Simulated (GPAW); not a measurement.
# Sb (R-3m) in GPAW: settings compared

Aim: see how the results for Sb move with the level of theory and the settings. Levels: LDA, PBEsol. Tasks: equation of state.

All numbers are computed with GPAW 26.7.0; they aren't measurements. Logs are shortened: lines on timing, memory, paths and dates and some standing lists are left out, and cuts for length are marked. The log counts tension as positive stress, the text compression.

## 1. Starting point

Symmetry: R-3m, No. 166, trigonal system. Conventional cell: a = 4.308 Å, b = 4.308 Å, c = 11.274 Å, α = 90.00°, β = 90.00°, γ = 120.00°. Sb (site symmetry 3m) is surrounded by 3 Sb at 2.91 Å.

## 2. Equation of state, LDA

Input file run.py:

```python
from ase import Atoms
from ase.eos import EquationOfState
from ase.io import Trajectory
from ase.units import GPa
from gpaw import GPAW, PW

atoms = Atoms(['Sb', 'Sb'],
              cell=[[2.1542, 1.2437279499, 3.758],
                    [-2.1542, 1.2437279499, 3.758],
                    [0.0, -2.4874558998, 3.758]],
              scaled_positions=[[0.76651, 0.76651, 0.76651],
                                [0.23349, 0.23349, 0.23349]],
              pbc=True)

traj = Trajectory('eos.traj', 'w')
volumes, energies = [], []
for x in [0.94, 0.96, 0.98, 1.0, 1.02, 1.04, 1.06]:
    a = atoms.copy()
    a.set_cell(atoms.cell * x**(1 / 3), scale_atoms=True)
    calc = GPAW(mode=PW(600),
                xc='LDA',
                kpts={'size': (6, 6, 6), 'gamma': True},
                occupations={'name': 'fermi-dirac', 'width': 0.05},
                nbands=25,
                convergence={'density': 1e-05, 'energy': 1e-05},
                maxiter=150,
                txt=f'eos-{x:.2f}.txt')
    a.calc = calc
    energies.append(a.get_potential_energy(force_consistent=True))
    volumes.append(a.get_volume())
    p = -a.get_stress()[:3].mean() / GPa
    calc.write(f'eos-{x:.2f}.gpw')
    traj.write(a)
    print(f'{x:.2f} {volumes[-1]:10.4f} A^3 {energies[-1]:14.6f} eV {p:9.3f} GPa', flush=True)

v0, e0, B = EquationOfState(volumes, energies, eos='birchmurnaghan').fit()
print(f'V0 = {v0:.4f} A^3, E0 = {e0:.6f} eV, B0 = {B / GPa:.2f} GPa')
```

Potentials or basis: the program's PAW data sets (release 1.2.1) made for this functional, pw.

Run with:

```sh
OMP_NUM_THREADS=1 python run.py
```

What it wrote:

```text
__  _  _
 | _ |_)|_||  |
 |__||  | ||/\| - 26.7.0

Input parameters:
  mode=PW(ecut=600.0),
  convergence={'density': 1e-05, 'energy': 1e-05},
  kpts=MonkhorstPack(size=(6, 6, 6), gamma=True),
  maxiter=150,
  nbands=25,
  occupations=Occupations(name='fermi-dirac', width=0.05),
  xc=XC(name='LDA')

Diagonalizing LCAO Hamiltonian
Converting LCAO to pw mode

       Sb

       Sb

Atoms  # Å, Bohr magnetons
|   | symbol |         x |         y |        z |    initial magnetic moments |
|---|--------|-----------|-----------|----------|-----------------------------|
| 0 |     Sb |  0.000000 | -0.000000 | 8.524841 | ( 0.0000,  0.0000,  0.0000) |
| 1 |     Sb | -0.000000 | -0.000000 | 2.596789 | ( 0.0000,  0.0000,  0.0000) |

Unit cell  # Å
| periodic |         x |         y |        z |  lengths |    angles |
|----------|-----------|-----------|----------|----------|-----------|
|      yes |  2.125086 |  1.226919 | 3.707210 | 4.445754 | 57.110173 |
|      yes | -2.125086 |  1.226919 | 3.707210 | 4.445754 | 57.110173 |
|      yes |  0.000000 | -2.453838 | 3.707210 | 4.445754 | 57.110173 |

Number of symmetries: 12
Symmetry operations  # r_c * U_cc + t_c -> r_c
|    | kind |            matrix            |
|----|------|------------------------------|
|  0 |  E   |  1, 0, 0,  0, 1, 0,  0, 0, 1 |
|  1 |  σ   |  1, 0, 0,  0, 0, 1,  0, 1, 0 |
|  2 |  σ   |  0, 1, 0,  1, 0, 0,  0, 0, 1 |
|  3 |  C3  |  0, 1, 0,  0, 0, 1,  1, 0, 0 |
|  4 |  C3  |  0, 0, 1,  1, 0, 0,  0, 1, 0 |
|  5 |  σ   |  0, 0, 1,  0, 1, 0,  1, 0, 0 |
|  6 |  C2  |  0, 0,-1,  0,-1, 0, -1, 0, 0 |
|  7 |  S6  |  0, 0,-1, -1, 0, 0,  0,-1, 0 |
|  8 |  S6  |  0,-1, 0,  0, 0,-1, -1, 0, 0 |
|  9 |  C2  |  0,-1, 0, -1, 0, 0,  0, 0,-1 |
| 10 |  C2  | -1, 0, 0,  0, 0,-1,  0,-1, 0 |
| 11 |  i   | -1, 0, 0,  0,-1, 0,  0, 0,-1 |

BZ-sampling:
  Number of BZ points: 216
  Number of IBZ points: 32

  Monkhorst-Pack size: [6, 6, 6]
  Monkhorst-Pack shift: [0.08333333333333333, 0.08333333333333333, 0.08333333333333333]

K-points  # in reciprocal-cell coordinates
|     |                                coordinates |     weight |
|-----|--------------------------------------------|------------|
|   0 | (  0.00000000,   0.00000000,   0.00000000) | 0.00462963 |
|   1 | (  0.16666667,   0.00000000,  -0.16666667) | 0.02777778 |
|   2 | (  0.16666667,   0.00000000,   0.00000000) | 0.02777778 |
|   3 | (  0.16666667,   0.16666667,  -0.16666667) | 0.02777778 |
|   4 | (  0.16666667,   0.16666667,   0.00000000) | 0.02777778 |
|   5 | (  0.16666667,   0.16666667,   0.16666667) | 0.00925926 |
|   6 | (  0.33333333,  -0.16666667,  -0.16666667) | 0.02777778 |
|   7 | (  0.33333333,   0.00000000,  -0.33333333) | 0.02777778 |
|   8 | (  0.33333333,   0.00000000,  -0.16666667) | 0.05555556 |
|   9 | (  0.33333333,   0.00000000,   0.00000000) | 0.02777778 |
| ... |                                            |            |
|  31 | (  0.50000000,   0.50000000,   0.50000000) | 0.00462963 |

Plane wave coefficients: 1970
Cutoff: 600.0 eV

Spin-components: 1 (collinear spins)
Bands:           25
Projectors:      12
Spin-degeneracy: 2
Datatype:        complex128

Parallelization:
  kpt:    1
  domain: 1
  band:   1

Density:
  Valence electrons: 30.0
  Components: 1
  Grid points: [27 27 27]
  Charge: 0.0  # |e|

Potential:
  Grid points: [27 27 27]

species:
  Sb:
    name:    Antimony
    Z:       51.0
    valence: 15
    core:    36
    charge:  0.0  # [|e|]
    compensation charges:
      type: gauss
      rc: 0.36  # [Å]
      lmax: 2
    cutoffs:
      filter: 2.23  # [Å]
      core: 2.23  # [Å]
    projectors
    | kind |    occ | energy [eV] | rcut [Å] |
    |------|--------|-------------|----------|
    |   5s |  2.000 |     -13.069 |    1.154 |
    |   5p |  3.000 |      -4.994 |    1.233 |
    |   4d | 10.000 |     -33.564 |    1.196 |
    |    s |        |      14.142 |    1.154 |
    |    p |        |      22.217 |    1.233 |
    |    d |        |      -6.353 |    1.196 |

    Using partial waves for Sb as LCAO basis

Reference energy: -352264.872612  # eV

eigensolver:
  PPCG
  Converge bands: occupied
  niter=2

density mixing:
  MSR1-Mixer
  Pratt-step length: 0.05
  Maximum mixing coefficient: 0.75
  Old densities: 10
  SVD Regularization: 0.005
  Good broyden scale: 1.0
  Trust region scale: 1.0
  Backstep threshold: 4.0
  History deletion threshold: 6.0
  Fourier metric: weight=20.0, sigma=0.015

occupation numbers:
  Fermi-Dirac:
    width: 0.0500  # eV

poisson solver:
  ecut: 4800.0  # eV

xc functional:
  name: None

convergence criteria:
[... 6 lines left out ...]
|iter     | |      energy | eigst |  dens |
|---------|-|-------------|-------|-------|
|iter:   1| |  -10.258182 | +0.43 |       |
|iter:   2| |  -10.263483 | -1.92 | -1.67 |
|iter:   3| |  -10.241616 | -2.88 | -1.69 |
|iter:   4| |  -10.240435 | -3.55 | -2.22 |
|iter:   5| |  -10.240532 | -4.73 | -3.01 |
|iter:   6| |  -10.240549c| -5.84 | -3.51 |
|iter:   7| |  -10.240549c| -7.21 | -4.44 |
|iter:   8| |  -10.240549c| -7.85c| -4.91 |
|iter:   9| |  -10.240549c| -8.02c| -6.04c|

Converged in 9 steps
Energy contributions relative to reference atoms: (reference = -352264.872612)

Energy contributions:
  Kinetic:           1.764153
  Coulomb:          -2.567452
  Zero:              0.378878
  External:          0.000000
  Xc:               -9.814647
  Entropy:          -0.002965
  Spinorbit:         0.000000
  ----------------------------
  Free energy:     -10.242032
  Extrapolated:    -10.240549

dipole moment: (0.000000, 0.000000, -0.000002)  # |e|*Ang

Fermi level: 7.173
Eigenvalues  # (at kpt = [0.000, 0.000, 0.000])
| band index |      eig [eV] | occ [0-2] |
|------------|---------------|-----------|
|          0 |       -22.272 |     2.000 |
|        ... |               |           |
|          7 |       -22.035 |     2.000 |
|          8 |       -21.948 |     2.000 |
|          9 |       -21.948 |     2.000 |
|         10 |        -5.953 |     2.000 |
|         11 |         2.365 |     2.000 |
|         12 |         4.949 |     2.000 |
[... 8 lines left out ...]
|         21 |        13.627 |     0.000 |
|         22 |        14.310 |     0.000 |
|        ... |               |           |
|         24 |        14.987 |     0.000 |

No gap
No difference between direct/indirect transitions

Stress tensor  # eV/Ang^3
|         x |         y |         z |
|-----------|-----------|-----------|
| -0.007075 |  0.000000 |  0.000000 |
|  0.000000 | -0.007075 | -0.000000 |
|  0.000000 | -0.000000 | -0.003559 |

# Writing to eos-0.96.gpw (mode='')
```

Run time: 3.2 min. Hardware: 1 thread of Arm Neoverse V2, shared host; peak memory 0.23 GiB.

What came out:

```yaml
Equilibrium_volume: 29.46 Å³/atom
Bulk_modulus_at_fixed_shape_and_positions: 60 GPa
Pressure_derivative_of_the_bulk_modulus: 4.0
```

Energy against volume, from the lowest point:
```csv
volume (Å³/atom),energy (meV/atom)
28.393,7.56
28.998,1.28
29.602,0.00
30.206,3.24
30.810,10.57
31.414,21.59
32.018,35.90
```

Caveat: the cell was scaled at fixed shape and fractional positions, which overstates the stiffness of a crystal with free parameters, most of all of layers and chains.

## 3. Equation of state, PBEsol

run.py: that of step 2 with these lines changed.

```diff
@@ -4,3 +4,5 @@
 from ase.units import GPa
-from gpaw import GPAW, PW
+from gpaw import GPAW, PW, setup_paths
+
+setup_paths.insert(0, '.')
 
@@ -20,3 +22,3 @@
     calc = GPAW(mode=PW(600),
-                xc='LDA',
+                xc='PBEsol',
                 kpts={'size': (6, 6, 6), 'gamma': True},
```

Potentials or basis: PAW data sets generated in the run's folder for this functional, pw.

Run with:

```sh
gpaw-setup -f PBEsol Sb
OMP_NUM_THREADS=1 python run.py
```

What it wrote:

```text
__  _  _
 | _ |_)|_||  |
 |__||  | ||/\| - 26.7.0

Input parameters:
  mode=PW(ecut=600.0),
  convergence={'density': 1e-05, 'energy': 1e-05},
  kpts=MonkhorstPack(size=(6, 6, 6), gamma=True),
  maxiter=150,
  nbands=25,
  occupations=Occupations(name='fermi-dirac', width=0.05),
  xc=XC(name='PBEsol')

Diagonalizing LCAO Hamiltonian
Converting LCAO to pw mode

       Sb

       Sb

Atoms  # Å, Bohr magnetons
|   | symbol |         x |         y |        z |    initial magnetic moments |
|---|--------|-----------|-----------|----------|-----------------------------|
| 0 |     Sb |  0.000000 | -0.000000 | 8.524841 | ( 0.0000,  0.0000,  0.0000) |
| 1 |     Sb | -0.000000 | -0.000000 | 2.596789 | ( 0.0000,  0.0000,  0.0000) |

Unit cell  # Å
| periodic |         x |         y |        z |  lengths |    angles |
|----------|-----------|-----------|----------|----------|-----------|
[... 134 lines left out ...]
|iter:   4| |   -9.675220 | -3.41 | -2.23 |
|iter:   5| |   -9.675378c| -4.57 | -2.99 |
|iter:   6| |   -9.675408c| -5.76 | -3.47 |
|iter:   7| |   -9.675409c| -7.08 | -4.36 |
|iter:   8| |   -9.675409c| -7.52c| -4.84 |
|iter:   9| |   -9.675409c| -7.95c| -5.95c|

Converged in 9 steps
Energy contributions relative to reference atoms: (reference = -352409.566924)

Energy contributions:
  Kinetic:           2.685745
  Coulomb:          -3.397798
  Zero:              0.332818
  External:          0.000000
  Xc:               -9.294702
  Entropy:          -0.002945
  Spinorbit:         0.000000
  ----------------------------
  Free energy:      -9.676882
  Extrapolated:     -9.675409

dipole moment: (0.000000, -0.000000, -0.000002)  # |e|*Ang

Fermi level: 7.367
Eigenvalues  # (at kpt = [0.000, 0.000, 0.000])
| band index |      eig [eV] | occ [0-2] |
|------------|---------------|-----------|
|          0 |       -22.165 |     2.000 |
|        ... |               |           |
|          7 |       -21.931 |     2.000 |
|          8 |       -21.844 |     2.000 |
|          9 |       -21.844 |     2.000 |
|         10 |        -5.758 |     2.000 |
|         11 |         2.679 |     2.000 |
|         12 |         5.116 |     2.000 |
[... 8 lines left out ...]
|         21 |        13.699 |     0.000 |
|         22 |        14.383 |     0.000 |
|        ... |               |           |
|         24 |        15.134 |     0.000 |

No gap
No difference between direct/indirect transitions

Stress tensor  # eV/Ang^3
|         x |         y |         z |
|-----------|-----------|-----------|
| -0.015515 |  0.000000 | -0.000000 |
|  0.000000 | -0.015515 |  0.000000 |
| -0.000000 |  0.000000 | -0.011395 |

# Writing to eos-0.96.gpw (mode='')
```

eos-0.94.txt:

```text
SCF iterations
|iter     | |      energy | eigst |  dens |
|---------|-|-------------|-------|-------|
|iter:   1| |   -9.659962 | +0.44 |       |
|iter:   2| |   -9.666502 | -1.94 | -1.68 |
|iter:   3| |   -9.652822 | -2.82 | -1.71 |
|iter:   4| |   -9.652733 | -3.41 | -2.23 |
[... 34 lines left out ...]
|         12 |         5.329 |     2.000 |
[... 8 lines left out ...]
|         21 |        13.912 |     0.000 |
|         22 |        14.677 |     0.000 |
|        ... |               |           |
|         24 |        15.525 |     0.000 |

No gap
No difference between direct/indirect transitions

Stress tensor  # eV/Ang^3
|         x |         y |         z |
|-----------|-----------|-----------|
| -0.025167 | -0.000000 | -0.000000 |
|  0.000000 | -0.025167 | -0.000000 |
| -0.000000 | -0.000000 | -0.019563 |

# Writing to eos-0.94.gpw (mode='')
```

It took 3.3 min on 1 thread of Arm Neoverse V2, shared host; peak memory 0.23 GiB.

Results:

```
Equilibrium volume                        : 30.10 Å³/atom
Bulk modulus at fixed shape and positions : 57 GPa
Pressure derivative of the bulk modulus   : 4.0
```

Energy against volume, from the lowest point:
| volume (Å³/atom) | energy (meV/atom) |
| --- | --- |
| 28.393 | 18.94 |
| 28.998 | 7.61 |
| 29.602 | 1.46 |
| 30.206 | 0.00 |
| 30.810 | 2.79 |
| 31.414 | 9.43 |
| 32.018 | 19.54 |

Caveat: the cell was scaled at fixed shape and fractional positions, which overstates the stiffness of a crystal with free parameters, most of all of layers and chains. The run has no spin-orbit coupling, so splittings on Sb are missing.
